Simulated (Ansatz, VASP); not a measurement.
# Cross-check of Hf (linear Hf chain) between VASP and Ansatz, part 2 of 2

One calculation is typed for both programs; each brings its own data sets. How far apart do they land? The structure shown is the end of the Ansatz relaxation below. Other levels of theory on this material are compared in a session of their own.

VASP 6.6.1 and Ansatz 0.2.0.

So far: The starting structure; Ansatz: relaxation, PBEsol.

In doubt: warnings of the run leave room for a lower electronic state (step 2), so energies may not be the lowest and differences between runs may mislead.

## Step 3: VASP: single point, PBEsol

Level of this step: PBEsol, zero-moment start; plane waves and PAW (Hf_pv) (VASP).

The same cell, functional, mesh and smearing now go to VASP, with its own data sets.

Lines of VASP's logs that name or quote its potential files are left out, and so is its time.

The input, INCAR:

```
SYSTEM = Hf
PREC = Accurate
ENCUT = 500
EDIFF = 1E-06
NELM = 200
ISMEAR = -1
SIGMA = 0.05
LREAL = .FALSE.
ALGO = Normal
GGA = PS
NBANDS = 17
ISPIN = 2
MAGMOM = -0 0
LASPH = .TRUE.
LMAXMIX = 4
LORBIT = 11
LWAVE = .FALSE.
LCHARG = .FALSE.
ISIF = 2
GGA_COMPAT = .FALSE.
KPAR = 2
```

The input, POSCAR:

```
Hf
1.0
    7.5000000000      0.0000000000      0.0000000000
    0.0000000000      7.5000000000      0.0000000000
    0.0000000000      0.0000000000      5.1477018288
Hf
2
Direct
    0.5000000000      0.5000000000      0.0000000000
    0.5000000000      0.5000000000      0.5000000000
```

The input, KPOINTS:

```
Automatic mesh
0
Gamma
1 1 13
0 0 0
```

Potentials, in the order of the species: Hf_pv (PBE family, release 64).

On the command line:

```bash
mpirun -np 2 vasp_std
```

Numbers of over 12 decimals in the logs are rounded to 6 here.

What it wrote:

```text
[banner, memory and clock lines left out]
running    2 mpi-ranks, on    1 nodes
 distrk:  each k-point on    1 cores,    2 groups
 distr:  one band on    1 cores,    1 groups

 POSCAR found type information on POSCAR Hf
 POSCAR found :  1 types and       2 ions
|                                                                             |
|               ----> ADVICE to this user running VASP <----                  |
|                                                                             |
|     You enforced a specific xc type in the INCAR file but a different       |
|     [... a line on the potential file left out ...]
|     I HOPE YOU KNOW WHAT YOU ARE DOING!                                     |
|                                                                             |

 LDA part: xc-table for (Slater+PW92), standard interpolation
 POSCAR, INCAR and KPOINTS ok, starting setup
 FFT: planning ... GRIDC
 FFT: planning ... GRID_SOFT
 FFT: planning ... GRID
 WAVECAR not read
 entering main loop
       N       E                     dE             d eps       ncg     rms          rms(c)
DAV:   1     0.353868031658E+02    0.35387E+02   -0.98341E+03   668   0.818E+02
DAV:   2    -0.833219997608E+01   -0.43719E+02   -0.41610E+02   701   0.134E+02
DAV:   3    -0.133948432170E+02   -0.50626E+01   -0.49224E+01   576   0.293E+01
DAV:   4    -0.135420315604E+02   -0.14719E+00   -0.14526E+00   706   0.544E+00
DAV:   5    -0.135464815607E+02   -0.44500E-02   -0.44305E-02   724   0.709E-01    0.306E+01
DAV:   6    -0.123870417535E+02    0.11594E+01   -0.72642E-01   640   0.464E+00    0.157E+01
DAV:   7    -0.120183103726E+02    0.36873E+00   -0.11767E+00   640   0.511E+00    0.235E+00
DAV:   8    -0.120036780733E+02    0.14632E-01   -0.70703E-02   614   0.123E+00    0.131E+00
DAV:   9    -0.120060213915E+02   -0.23433E-02   -0.26622E-02   720   0.687E-01    0.997E-01
DAV:  10    -0.120053380048E+02    0.68339E-03   -0.12876E-02   597   0.484E-01    0.552E-01
DAV:  11    -0.120053166736E+02    0.21331E-04   -0.92927E-04   585   0.175E-01    0.263E-01
DAV:  12    -0.120056687478E+02   -0.35207E-03   -0.59590E-04   614   0.100E-01    0.580E-02
DAV:  13    -0.120060783581E+02   -0.40961E-03   -0.13022E-04   608   0.477E-02    0.978E-02
DAV:  14    -0.120065090389E+02   -0.43068E-03   -0.30874E-04   545   0.585E-02    0.531E-02
DAV:  15    -0.120067240970E+02   -0.21506E-03   -0.92804E-05   604   0.346E-02    0.737E-02
DAV:  16    -0.120066453274E+02    0.78770E-04   -0.13723E-05   523   0.180E-02    0.647E-02
DAV:  17    -0.120065886487E+02    0.56679E-04   -0.41480E-05   544   0.325E-02    0.464E-02
DAV:  18    -0.120066417467E+02   -0.53098E-04   -0.70930E-05   546   0.357E-02    0.244E-02
DAV:  19    -0.120066631978E+02   -0.21451E-04   -0.12455E-05   531   0.135E-02    0.147E-02
DAV:  20    -0.120066747107E+02   -0.11513E-04   -0.64941E-06   513   0.861E-03    0.359E-03
DAV:  21    -0.120066802141E+02   -0.55033E-05   -0.55086E-06   481   0.810E-03    0.340E-03
DAV:  22    -0.120066813967E+02   -0.11826E-05   -0.16662E-06   433   0.432E-03    0.924E-04
DAV:  23    -0.120066814713E+02   -0.74639E-07   -0.99409E-08   238   0.141E-03
   1 F= -.12006681E+02 E0= -.11973112E+02  d E =-.671391E-01  mag=    -0.0001
```

OUTCAR, selected parts (step 3):

```text
ion  position               nearest neighbor table
   1  0.500  0.500  0.000-   2 2.57   2 2.57
   2  0.500  0.500  0.500-   1 2.57   1 2.57

  LATTYP: Found a simple tetragonal cell.
 ALAT       =     7.5000000000
 C/A-ratio  =     0.6863602438

 Subroutine GETGRP returns: Found 16 space group operations
 (whereof 16 operations were pure point group operations)

The static configuration has the point symmetry D_4h.

 Found      7 irreducible k-points:

   k-points           NKPTS =      7   k-points in BZ     NKDIM =      7   number of bands    NBANDS=     17

   dimension x,y,z NGX =    56 NGY =   56 NGZ =   40
   dimension x,y,z NGXF=   112 NGYF=  112 NGZF=   80

   ENCUT  =  500.0 eV  36.75 Ry    6.06 a.u.  13.67 13.67  9.39*2*pi/ulx,y,z

   NELECT =      20.0000    total number of electrons

 k-points in reciprocal lattice and weights: Automatic mesh
   0.00000000  0.00000000  0.00000000       0.077
   0.00000000  0.00000000  0.07692308       0.154
   0.00000000  0.00000000  0.15384615       0.154
   0.00000000  0.00000000  0.23076923       0.154
   0.00000000  0.00000000  0.30769231       0.154
   0.00000000  0.00000000  0.38461538       0.154
   0.00000000  0.00000000  0.46153846       0.154

 average (electrostatic) potential at core
       1 -44.6325       2 -44.6325

 E-fermi :  -2.0200

 spin component 1
 k-point     1 :       0.0000    0.0000    0.0000
  band No.  band energies     occupation
    ...
      6     -31.5974      1.00000
      7      -5.8981      1.00000
      8      -3.4537      1.00000
      9      -3.4537      1.00000
     10      -3.0865      1.00000
     11      -2.0096      0.44810
     12      -1.8807      0.05805
     13      -0.8249      0.00000
     14      -0.8249      0.00000
     15      -0.3597      0.00000
    ...

 k-point     2 :       0.0000    0.0000    0.0769
  band No.  band energies     occupation
    ...
      6     -31.6374      1.00000
      7      -5.8128      1.00000
      8      -3.4077      1.00000
      9      -3.4077      1.00000
     10      -3.0255      1.00000
     11      -1.9852      0.33249
     12      -1.8571      0.03704
     13      -0.8315      0.00000
     14      -0.8315      0.00000
     15      -0.5485      0.00000
    ...

 k-point     3 :       0.0000    0.0000    0.1538
  band No.  band energies     occupation
    ...
      6     -31.7539      1.00000
      7      -5.5670      1.00000
      8      -3.2715      1.00000
      9      -3.2715      1.00000
     10      -2.8373      1.00000
     11      -1.9124      0.10411
     12      -1.7869      0.00936
     13      -0.9882      0.00000
     14      -0.8588      0.00000
     15      -0.8588      0.00000
    ...

 k-point     4 :       0.0000    0.0000    0.2308
  band No.  band energies     occupation
    ...
      6     -31.9369      1.00000
      7      -5.1899      1.00000
      8      -3.0508      1.00000
      9      -3.0508      1.00000
     10      -2.5077      0.99994
     11      -1.7928      0.01052
     12      -1.6717      0.00094
     13      -1.5209      0.00005
     14      -0.9290      0.00000
     15      -0.9290      0.00000
    ...

 k-point     5 :       0.0000    0.0000    0.3077
  band No.  band energies     occupation
    ...
      6     -32.1717      1.00000
      7      -4.7250      1.00000
      8      -2.7562      1.00000
      9      -2.7562      1.00000
     10      -2.0754      0.75158
     11      -2.0178      0.48884
     12      -1.6292      0.00040
     13      -1.5141      0.00004
     14      -1.0734      0.00000
     15      -1.0734      0.00000
    ...

 k-point     6 :       0.0000    0.0000    0.3846
  band No.  band energies     occupation
    ...
      6     -32.4410      1.00000
      7      -4.2166      1.00000
      8      -2.6255      0.99999
      9      -2.4044      0.99954
     10      -2.4044      0.99954
     11      -1.4257      0.00001
     12      -1.3576      0.00000
     13      -1.3184      0.00000
     14      -1.3143      0.00000
     15      -1.3143      0.00000
    ...

  Total       -0.7196412     -0.7196412     -0.3168883      0.0000000      0.0000000      0.0000000
  in kB       -3.9819031     -3.9819031     -1.7533993      0.0000000      0.0000000      0.0000000
  external PRESSURE =      -3.2390685 kB  Pullay stress =       0.0000000 kB

  energy-cutoff  :      500.00
  volume of cell :      289.56
      direct lattice vectors                 reciprocal lattice vectors
     7.500000000  0.000000000  0.000000000     0.133333333  0.000000000  0.000000000
     0.000000000  7.500000000  0.000000000     0.000000000  0.133333333  0.000000000
     0.000000000  0.000000000  5.147701829     0.000000000  0.000000000  0.194261446

 POSITION                                       TOTAL-FORCE (eV/Angst)
 -----------------------------------------------------------------------------------
      3.75000      3.75000      0.00000         0.000000      0.000000      0.000000
      3.75000      3.75000      2.57385         0.000000     -0.000000     -0.000000
 -----------------------------------------------------------------------------------
    total drift:                                0.000000      0.000000      0.000000

  FREE ENERGIE OF THE ION-ELECTRON SYSTEM (eV)
  ---------------------------------------------------
  free  energy   TOTEN  =       -12.0066814713 eV

  energy  without entropy=      -11.9395423372  energy(sigma->0) =      -11.97311190

 total charge
# of ion       s       p       d       tot
------------------------------------------
    1        0.461   6.073   1.743   8.277
    2        0.461   6.073   1.743   8.277
--------------------------------------------------
tot          0.923  12.146   3.486  16.555

 magnetization (x)
# of ion       s       p       d       tot
------------------------------------------
    1       -0.000  -0.000  -0.000  -0.000
    2       -0.000  -0.000  -0.000  -0.000
--------------------------------------------------
tot         -0.000  -0.000  -0.000  -0.000

[... 6 further parts left out ...]
```

## Step 4: Differences

Known differences besides the potentials themselves: the data sets hold 52 valence electrons in Ansatz (on its default PAW (the set named soft_2) files) and 20 in VASP; the cutoff is 420 eV in Ansatz and 500 eV in VASP; Ansatz makes its cores anew for this functional, VASP keeps those of its PBE data sets; Ansatz's pressure holds a Pulay correction, VASP's none. Total energies have different zeros and are not compared.

Compared:

| quantity | Ansatz | VASP | difference |
| --- | --- | --- | --- |
| pressure (GPa) | -0.26 | -0.32 | +0.06 |

## Step 5: Outcome

| Property | Result |
| --- | --- |
| difference in pressure (single point, PBEsol) | 0.059 GPa |

What this shows: The difference in pressure is 0.059 GPa (single point, PBEsol), within the 1 GPa picked in this series as the mark of a large difference. The data sets hold unlike numbers of valence electrons (52 in Ansatz and 20 in VASP), so part of the differences comes from the potentials. 3 further runs of this series are not shown here. How closely two codes agree says nothing of how well the functional describes the real material.

[Lines on the potential files, build, host, timing and source positions are cut from VASP's logs without a mark.]

[Logs are printed without paths, hosts, clocks, repeated set-up lines and the standing remarks that a program may print on its own settings, such as how far it seeks lower states.]

[Hosts, paths, dates, database ids (printed as entryN), source tags and the programs' standing remarks are cut or masked in the printed files.]
